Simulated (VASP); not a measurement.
# Se (R-3m) in VASP: a series of runs

One crystal, Se, is run at these levels: LDA; tasks: relaxation of cell and atoms.

All numbers are computed with VASP 6.6.1; they aren't measurements. Logs are shortened: lines on timing, memory, paths and dates and some standing lists are left out, and cuts for length are marked.

### Step 1. The structure

Symmetry: R-3m, No. 166, trigonal system. Conventional cell: a = 3.883 Å, b = 3.883 Å, c = 2.713 Å, α = 90.00°, β = 90.00°, γ = 120.00°. Se (site symmetry -3m) is surrounded by 8 Se at 2.42 to 2.71 Å.

This isn't the form of Se at room conditions, which is trigonal, of chains.

### Step 2. Relaxation of cell and atoms, LDA, target pressure 125 GPa, at which the enthalpy is minimised

File INCAR:

```
PREC = Accurate ; ENCUT = 520
EDIFF = 1E-7 ; ISMEAR = 0
SIGMA = 0.1 ; LREAL = F
LASPH = T ; NELM = 60
ALGO = Normal ; ISIF = 3
LWAVE = F ; LCHARG = F
GGA = CA ; IBRION = 2
NSW = 80 ; EDIFFG = -0.002
PSTRESS = 1250.0
```

File KPOINTS:

```
Automatic mesh
0
Gamma
  21 21 21
```

File POSCAR:

```
Se                                      
1.0
    1.9415504516      1.1209546927      0.9043434794
   -1.9415504516      1.1209546927      0.9043434794
    0.0000000000     -2.2419093855      0.9043434794
  Se            
     1
Direct
     0.0000000000000000    0.0000000000000000    0.0000000000000000
```

Potentials or basis: VASP PAW LDA potentials, release 64 (Se).

Launch:

```
> cat potpaw_LDA.64/Se/POTCAR > POTCAR
> mpirun -np 1 vasp_std > vasp.out
```

OUTCAR:

```text
PREC = Accurate
   ENCUT = 520
   EDIFF = 1E-7
   ISMEAR = 0
   LREAL = F
   LASPH = T
   NELM = 60
   ISIF = 3
   GGA = CA
   IBRION = 2
   NSW = 80
   EDIFFG = -0.002
   PSTRESS = 1250.0

 ion  position               nearest neighbor table
   1  0.000  0.000  0.000-

  LATTYP: Found a trigonal (rhomboedric) cell.
 ALAT       =     2.4174355644
 COS(alpha) =    -0.2900826727

  Lattice vectors:

 A1 = (   1.9415504516,   1.1209546927,   0.9043434794)
 A2 = (  -1.9415504516,   1.1209546927,   0.9043434794)
 A3 = (   0.0000000000,  -2.2419093855,   0.9043434794)

Analysis of symmetry for initial positions (statically):
=====================================================================
 Subroutine PRICEL returns:
 Original cell was already a primitive cell.

 Routine SETGRP: Setting up the symmetry group for a
 trigonal (rhombohedral) supercell.

 Subroutine GETGRP returns: Found 12 space group operations
 (whereof 12 operations were pure point group operations)
 out of a pool of 12 trial point group operations.

The static configuration has the point symmetry D_3d.

Analysis of symmetry for dynamics (positions and initial velocities):
=====================================================================
 Subroutine PRICEL returns:
 Original cell was already a primitive cell.

 Routine SETGRP: Setting up the symmetry group for a
 trigonal (rhombohedral) supercell.

 Subroutine GETGRP returns: Found 12 space group operations
 (whereof 12 operations were pure point group operations)
 out of a pool of 12 trial point group operations.

The dynamic configuration has the point symmetry D_3d.

 Subroutine INISYM returns: Found 12 space group operations
 (whereof 12 operations are pure point group operations),
 and found     1 'primitive' translations

----------------------------------------------------------------------------------------

                                     Primitive cell

  volume of cell :      11.8092

  direct lattice vectors                    reciprocal lattice vectors
     1.941550452  1.120954693  0.904343479     0.257526143  0.148682786  0.368591515
    -1.941550452  1.120954693  0.904343479    -0.257526143  0.148682786  0.368591515
     0.000000000 -2.241909386  0.904343479     0.000000000 -0.297365572  0.368591515

  length of vectors
     2.417435564  2.417435564  2.417435588     0.473588419  0.473588419  0.473588417

  position of ions in fractional coordinates (direct lattice)
     0.000000000  0.000000000  0.000000000

  ion indices of the primitive-cell ions
   primitive index   ion index
                 1           1

----------------------------------------------------------------------------------------

 KPOINTS: Automatic mesh

Automatic generation of k-mesh.
 Grid dimensions read from file:
 generate k-points for:   21   21   21

 Generating k-lattice:

  Cartesian coordinates                     Fractional coordinates (reciprocal lattice)
     0.012263150  0.007080133  0.017551977     0.047619048  0.000000000  0.000000000
    -0.012263150  0.007080133  0.017551977     0.000000000  0.047619048  0.000000000
     0.000000000 -0.014160265  0.017551977     0.000000000  0.000000000  0.047619048

  Length of vectors
     0.022551829  0.022551829  0.022551829

  Shift w.r.t. Gamma in fractional coordinates (k-lattice)
     0.000000000  0.000000000  0.000000000

 Subroutine IBZKPT returns following result:
 ===========================================

 Found    891 irreducible k-points:

 Following reciprocal coordinates:
            Coordinates               Weight
  0.000000  0.000000  0.000000      1.000000
  0.047619  0.000000  0.000000      6.000000
  0.095238  0.000000  0.000000      6.000000
  0.142857  0.000000  0.000000      6.000000
  0.190476  0.000000  0.000000      6.000000
  0.238095  0.000000  0.000000      6.000000
[... 16 lines left out ...]
 -0.428571  0.047619  0.000000     12.000000
 -0.380952  0.047619  0.000000     12.000000
 [... further k-points ...]
   k-points           NKPTS =    891   k-points in BZ     NKDIM =    891   number of bands    NBANDS=      7
   number of dos      NEDOS =    301   number of ions     NIONS =      1
   total plane-waves  NPLWV =   5832
   dimension x,y,z NGX =    18 NGY =   18 NGZ =   18
   dimension x,y,z NGXF=    36 NGYF=   36 NGZF=   36
   ions per type =               1
   NGX,Y,Z   is equivalent  to a cutoff of  12.38, 12.38, 12.38 a.u.
   NGXF,Y,Z  is equivalent  to a cutoff of  24.76, 24.76, 24.76 a.u.
 SYSTEM =  unknown system
   PREC   = accura    normal or accurate (medium, high low for compatibility)
   ISTART =      0    job   : 0-new  1-cont  2-samecut
   ICHARG =      2    charge: 1-file 2-atom 10-const
   ISPIN  =      1    spin polarized calculation?
   LNONCOLLINEAR =      F non collinear calculations
   LSORBIT =      F    spin-orbit coupling
   LASPH  =      T    aspherical Exc in radial PAW
   ENCUT  =  520.0 eV  38.22 Ry    6.18 a.u.   4.49  4.49  4.49*2*pi/ulx,y,z
   NELM   =     60;   NELMIN=  2; NELMDL= -5     # of ELM steps
   EDIFF  = 0.1E-06   stopping-criterion for ELM
   LREAL  =      F    real-space projection
   EDIFFG = -.2E-02   stopping-criterion for IOM
   NSW    =     80    number of steps for IOM
   IBRION =      2    ionic relax: 0-MD 1-quasi-New 2-CG
   NFREE  =      1    steps in history (QN), initial steepest desc. (CG)
   ISIF   =      3    stress and relaxation
   ISYM   =      2    0-nonsym 1-usesym 2-fastsym
   POTIM  = 0.5000    time-step for ionic-motion
   TEBEG  =    0.0;   TEEND  =   0.0 temperature during run
   PSTRESS= 1250.0 pullay stress
   NELECT =       6.0000    total number of electrons
   NUPDOWN=      -1.0000    fix difference up-down
   EMIN   =  10.00;   EMAX   =-10.00  energy-range for DOS
   EFERMI =   0.00;   METHOD = LEGACY
   ISMEAR =     0;   SIGMA  =   0.10  broadening in eV -4-tet -1-fermi 0-gaus
   EFERMI_NEDOS =   21; number of points for ismear=-14 and -15
   IALGO  =     38    algorithm
   IMIX   =      4    mixing-type and parameters
     AMIX     =   0.40;   BMIX     =  1.00
     AMIX_MAG =   1.60;   BMIX_MAG =  1.00
  volume/ion in A,a.u.               =      11.81        79.69
  Fermi-wavevector in a.u.,A,eV,Ry     =   1.306326  2.468597 23.218160  1.706487
  Thomas-Fermi vector in A             =   2.437135
   LORBIT       =      0    0 simple, 1 ext, 2 COOP (PROOUT), +10 PAW based schemes
   GGA     = CA    functional components
   LHFCALC =     F    Hartree Fock is set to
   AEXX    =    0.0000 exact exchange contribution
   IVDW    =     0    specifies the selected vdW correction
   LEPSILON=     F    determine dielectric tensor
   LRPA    =     F    only Hartree local field effects (RPA)
 conjugate gradient relaxation of ions
 non-spin polarized calculation
 Gauss-broadening in eV      SIGMA  =   0.10
  energy-cutoff  :      520.00
  volume of cell :       11.81
 maximum number of plane-waves:       333
 NGX is ok and might be reduce to    18
   NGX =  9   NGY =  9   NGZ =  9

 number of electron       5.9999999 magnetization

 Free energy of the ion-electron system (eV)
  ---------------------------------------------------
  ext. energy  EPLUGINS =         0.00000000
  ---------------------------------------------------
  free energy    TOTEN  =        -1.93009541 eV

  energy without entropy =       -1.92878131  energy(sigma->0) =       -1.92943836

 E-fermi :  14.3863     XC(G=0): -13.2993

 val. band max:       14.3819216796   @ k =  -0.4762   0.3333   0.3333
 cond. band min:      14.3940236546   @ k =  -0.2857   0.2857   0.0000
 fundamental gap:      0.0121019750
 Fermi energy:        14.3863332929

 k-point     1 :       0.0000    0.0000    0.0000
  band No.  band energies     occupation
      1      -8.6050      2.00000
      2      19.2287      0.00000
      3      21.5343      0.00000
      4      21.5343      0.00000
      5      26.4353      0.00000
      6      26.4353      0.00000
      7      29.0213      0.00000

 k-point     2 :       0.0476    0.0000    0.0000
  band No.  band energies     occupation
      1      -8.5305      2.00000
      2      18.8160      0.00000
      3      20.8424      0.00000
      4      21.4221      0.00000
      5      26.4097      0.00000
      6      27.0499      0.00000
      7      29.1375      0.00000

 k-point     3 :       0.0952    0.0000    0.0000
  band No.  band energies     occupation
      1      -8.3073      2.00000
      2      17.4158      0.00000
      3      19.8317      0.00000
      4      21.1241      0.00000
      5      26.2578      0.00000
      6      27.7358      0.00000
      7      29.5006      0.00000

 k-point     4 :       0.1429    0.0000    0.0000
  band No.  band energies     occupation
      1      -7.9358      2.00000
      2      15.3376      0.00000
      3      19.0621      0.00000
      4      20.7219      0.00000
      5      25.8667      0.00000
      6      27.3525      0.00000
      7      30.5970      0.00000

 k-point     5 :       0.1905    0.0000    0.0000
  band No.  band energies     occupation
      1      -7.4172      2.00000
      2      13.0761      2.00000
      3      18.3829      0.00000
      4      20.2903      0.00000
      5      25.2584      0.00000
      6      26.5617      0.00000
      7      32.0438      0.00000
[... 161 lines left out ...]
 k-point    22 :      -0.4762    0.0476    0.0000
  band No.  band energies     occupation
      1      -2.2407      2.00000
      2       2.2959      2.00000
      3      15.7560      0.00000
      4      18.3789      0.00000
      5      22.7980      0.00000
      6      24.1247      0.00000
      7      36.2578      0.00000

 k-point    23 :      -0.4286    0.0476    0.0000
  band No.  band energies     occupation
      1      -3.2569      2.00000
      2       3.7076      2.00000
      3      16.0694      0.00000
      4      18.6580      0.00000
      5      22.8786      0.00000
      6      24.1543      0.00000
      7      35.1308      0.00000

 k-point    24 :      -0.3810    0.0476    0.0000
  band No.  band energies     occupation
      1      -4.3383      2.00000
      2       5.4666      2.00000
      3      16.4972      0.00000
      4      19.0164      0.00000
      5      23.1099      0.00000
      6      24.3247      0.00000
      7      34.0210      0.00000

 [... further k-points ...]

------------------------ aborting loop because EDIFF is reached ----------------------------------------

  FORCE on cell =-STRESS in cart. coord.  units (eV):
  Direction    XX          YY          ZZ          XY          YZ          ZX
  --------------------------------------------------------------------------------------
  -------------------------------------------------------------------------------------
  Total        9.2123129      9.2123132      9.2152496      0.0000000     -0.0000000     -0.0000000
  in kB     1249.8499111   1249.8499487   1250.2483355      0.0000000     -0.0000000     -0.0000000
  external PRESSURE =      -0.0172682 kB  Pullay stress =    1250.0000000 kB

 VOLUME and BASIS-vectors are now :
 -----------------------------------------------------------------------------
  energy-cutoff  :      520.00
  volume of cell :       11.81
      direct lattice vectors                 reciprocal lattice vectors
     1.941550452  1.120954693  0.904343479     0.257526143  0.148682786  0.368591515
    -1.941550452  1.120954693  0.904343479    -0.257526143  0.148682786  0.368591515
     0.000000000 -2.241909386  0.904343479     0.000000000 -0.297365572  0.368591515

 POSITION                                       TOTAL-FORCE (eV/Angst)
 -----------------------------------------------------------------------------------
      0.00000      0.00000      0.00000         0.000000     -0.000000     -0.000000
 -----------------------------------------------------------------------------------
    total drift:                               -0.000000      0.000000      0.000000

  FREE ENERGIE OF THE ION-ELECTRON SYSTEM (eV)
  ---------------------------------------------------
  free  energy   TOTEN  =        -1.9300954082 eV

  energy  without entropy=       -1.9287813111  energy(sigma->0) =       -1.92943836

  enthalpy is  TOTEN    =         7.2833238069 eV   P V=        9.2134192151

 reached required accuracy - stopping structural energy minimisation
```

Run time: 48 s. Hardware: 1 thread of Intel Xeon Platinum 8259CL at 2.50GHz (Skylake/Cascade Lake), shared host; peak memory 0.17 GiB.

What came out:

* Free energy: -1.9301 eV
* Pressure after relaxing: 125.0 GPa
* Band gap on the k mesh: none (metal or under the smearing width)

Final structure:
```
CELL_PARAMETERS angstrom
1.94155 1.12095 0.90434
-1.94155 1.12095 0.90434
0.00000 -2.24191 0.90434
ATOMIC_POSITIONS crystal
Se 0.00000 0.00000 0.00000
```

Levels at points of the mesh, in eV from the Fermi level:
| k point | band 1 | band 2 | band 3 | band 4 | band 5 | band 6 | band 7 |
| --- | --- | --- | --- | --- | --- | --- | --- |
| (0.00, 0.00, 0.00) | -22.99 | 4.84 | 7.15 | 7.15 | 12.05 | 12.05 | 14.63 |

Caveat: the relaxation stopped at its first step, so nothing moved; the cell is relaxed towards a set pressure, so the enthalpy falls and the energy may rise.

### Step 3. Relaxation of cell and atoms, LDA, target pressure 75 GPa, at which the enthalpy is minimised

INCAR: that of step 2 with these lines changed.

```diff
@@ -8,2 +8,2 @@
 NSW = 80 ; EDIFFG = -0.002
-PSTRESS = 1250.0
+PSTRESS = 750.0
```

KPOINTS is that of step 2.

POSCAR is that of step 2.

Potentials or basis: VASP PAW LDA potentials, release 64 (Se).

Launch:

```
> cat potpaw_LDA.64/Se/POTCAR > POTCAR
> mpirun -np 1 vasp_std > vasp.out
```

OUTCAR:

```text
PREC = Accurate
   ENCUT = 520
   EDIFF = 1E-7
   ISMEAR = 0
   LREAL = F
   LASPH = T
   NELM = 60
   ISIF = 3
   GGA = CA
   IBRION = 2
   NSW = 80
   EDIFFG = -0.002
   PSTRESS = 750.0

 ion  position               nearest neighbor table
   1  0.000  0.000  0.000-

  LATTYP: Found a trigonal (rhomboedric) cell.
 ALAT       =     2.4174355644
 COS(alpha) =    -0.2900826727

  Lattice vectors:

 A1 = (   1.9415504516,   1.1209546927,   0.9043434794)
 A2 = (  -1.9415504516,   1.1209546927,   0.9043434794)
 A3 = (   0.0000000000,  -2.2419093855,   0.9043434794)

Analysis of symmetry for initial positions (statically):
=====================================================================
 Subroutine PRICEL returns:
[... 225 lines left out ...]
      6      17.5591      0.00000
      7      17.5591      0.00000
[... 299 lines left out ...]
  energy  without entropy=       -2.9066385853  energy(sigma->0) =       -2.90768620

  enthalpy is  TOTEN    =         3.4031462828 eV   P V=        6.3118801024

[... ionic steps 4 to 13 ...]

--------------------------------------- Ionic step       14  -------------------------------------------

 number of electron       5.9999998 magnetization

------------------------ aborting loop because EDIFF is reached ----------------------------------------
[... 69 lines left out ...]
--------------------------------------- Ionic step       16  -------------------------------------------

 number of electron       5.9999998 magnetization

 Free energy of the ion-electron system (eV)
  ---------------------------------------------------
  ext. energy  EPLUGINS =         0.00000000
  ---------------------------------------------------
  free energy    TOTEN  =        -2.87623148 eV

  energy without entropy =       -2.87476040  energy(sigma->0) =       -2.87549594

 E-fermi :  12.0290     XC(G=0): -12.6783

 val. band max:       12.0243114912   @ k =  -0.1905   0.3333   0.1429
 cond. band min:      12.0327310518   @ k =  -0.4762   0.3333   0.1905
 fundamental gap:      0.0084195606
 Fermi energy:        12.0290097714

 k-point     1 :       0.0000    0.0000    0.0000
  band No.  band energies     occupation
      1      -9.1542      2.00000
      2      15.3308      0.00000
      3      17.7508      0.00000
      4      17.7508      0.00000
      5      22.6318      0.00000
      6      22.6318      0.00000
      7      25.5788      0.00000
[... 262 lines left out ...]
  energy  without entropy=       -2.8747604027  energy(sigma->0) =       -2.87549594

  enthalpy is  TOTEN    =         3.3753984283 eV   P V=        6.2516299055

 reached required accuracy - stopping structural energy minimisation
```

It took 6.6 min on 1 thread of Intel Xeon Platinum 8259CL at 2.50GHz (Skylake/Cascade Lake), shared host; peak memory 0.19 GiB.

Results:

```
Free energy                                            : -2.8762 eV
Relaxed volume                                         : 13.35 Å³/atom
Relaxed cell                                           : a = 2.479 Å, b = 2.479 Å, c = 2.479 Å, α = 104.88°, β = 104.88°, γ = 104.88°
Space group after relaxing (to 0.05 Å)                 : R-3m (No. 166)
Energy change on relaxing (the enthalpy is what falls) : -946.1 meV/atom
Ionic steps                                            : 16
Pressure after relaxing                                : 75.0 GPa
Band gap on the k mesh                                 : none (metal or under the smearing width)
```

The path:
```tsv
step	energy change (eV)	largest force (eV/Å)	pressure (GPa)	volume (Å³)
1	0.0000	0.0000	125.00	11.81
2	-1.8497	0.0000	-0.89	19.29
3	-0.9786	0.0000	67.81	13.48
4	-0.8700	0.0000	74.25	13.24
5	-0.8562	0.0000	75.07	13.21
6	-0.8673	0.0000	75.23	13.22
7	-0.8950	0.0000	76.68	13.25
8	-0.8542	0.0000	83.25	13.25
9	-0.9006	0.0000	77.53	13.26
10	-1.0127	0.0000	71.65	13.50
11	-0.9437	0.0000	75.28	13.35
12	-0.9428	0.0000	75.33	13.35
13	-0.9449	0.0000	75.07	13.35
14	-0.9452	0.0000	75.03	13.35
15	-0.9452	0.0000	75.02	13.35
16	-0.9461	0.0000	74.98	13.35
```

Final structure:
```cif
data_structure
_symmetry_space_group_name_H-M 'P 1'
_symmetry_Int_Tables_number 1
_cell_length_a 2.4790
_cell_length_b 2.4790
_cell_length_c 2.4790
_cell_angle_alpha 104.876
_cell_angle_beta 104.876
_cell_angle_gamma 104.876
_cell_volume 13.35
loop_
_atom_site_label
_atom_site_type_symbol
_atom_site_fract_x
_atom_site_fract_y
_atom_site_fract_z
_atom_site_occupancy
Se1 Se 0.00000 0.00000 0.00000 1
```

Levels at points of the mesh, in eV from the Fermi level:
```csv
k point,band 1,band 2,band 3,band 4,band 5,band 6,band 7
"(0.00, 0.00, 0.00)",-21.18,3.30,5.72,5.72,10.60,10.60,13.55
```

Caveat: the cell is relaxed towards a set pressure, so the enthalpy falls and the energy may rise.

(Continued in part 2 of 3.)
